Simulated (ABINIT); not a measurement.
A run of ABINIT 10.8.3 (patched build) is set up as follows.

run.abi

```
ndtset 2

pp_dirpath "./"
pseudos "Ta.LDA_PW-JTH.xml, K.LDA_PW-JTH.xml, O.LDA_PW-JTH.xml"

acell 3*1.0 Angstrom
rprim
     3.9883000000     0.0000000000     0.0000000000
     0.0000000000     3.9883000000     0.0000000000
     0.0000000000     0.0000000000     3.9883000000
ntypat 3
znucl 73 19 8
natom 5
typat 1 2 3 3 3
xred
     0.0000000000     0.0000000000     0.0000000000
     0.5000000000     0.5000000000     0.5000000000
     0.0000000000     0.0000000000     0.5000000000
     0.0000000000     0.5000000000     0.0000000000
     0.5000000000     0.0000000000     0.0000000000

ecut 28.0
pawecutdg 50.0

ixc -208012
usekden 1
pawxcdev 0

occopt 3
tsmear 0.00183747

nstep 100
diemix 0.3
optforces 0
optstress 0

iomode 3
prtwf 0
prteig 0
prtebands 0
enunit 1
prtden1 1
prtkden1 1

kptopt1 1
ngkpt1 5 5 5
nshiftk1 1
shiftk1 0.0 0.0 0.0
nband1 24
tolvrs1 1.0e-7

iscf2 -2
getden2 1
getkden2 1
nband2 30
nbdbuf2 4
tolwfr2 1.0e-11
kptopt2 -5
ndivsm2 6
prteig2 1
prtvol2 -3
kptbounds2
     0.0000000000     0.0000000000     0.0000000000
     0.0000000000     0.5000000000     0.0000000000
     0.5000000000     0.5000000000     0.0000000000
     0.0000000000     0.0000000000     0.0000000000
     0.5000000000     0.5000000000     0.5000000000
     0.0000000000     0.5000000000     0.0000000000
```

Potentials or basis: JTH PAW LDA v2.0.

Command:

```bash
$ abinit run.abi > log 2>&1
```

Task: What does it give for the band gap along the path?

Result: 3.52 eV, indirect (least direct gap 4.19 eV).

Task: Predict the band gap on the k mesh.

Result: 3.62 eV, indirect (least direct gap 4.19 eV).

Levels at the corners of the path, in eV from the valence-band top:
| point | band 18 | band 19 | band 20 | band 21 | band 22 | band 23 |
| --- | --- | --- | --- | --- | --- | --- |
| Γ | -0.68 | -0.68 | -0.68 | 3.52 | 3.52 | 3.52 |
| X | -1.25 | -0.86 | -0.86 | 3.64 | 6.03 | 6.03 |
| M | -1.26 | -1.26 | -0.03 | 6.07 | 6.07 | 7.44 |
| Γ | -0.68 | -0.68 | -0.68 | 3.52 | 3.52 | 3.52 |
| R | 0.00 | 0.00 | 0.00 | 7.53 | 7.53 | 7.53 |
| X | -1.25 | -0.86 | -0.86 | 3.64 | 6.03 | 6.03 |

Caveat: the constant c of TB-mBJ comes from the pseudo density here, which moves gaps by up to 0.3 eV between sets of potentials; spin-orbit coupling is left out, which moves the levels of the heavy elements; the mesh misses the band edges, which the band path finds closer together; the atomic spheres overlap.
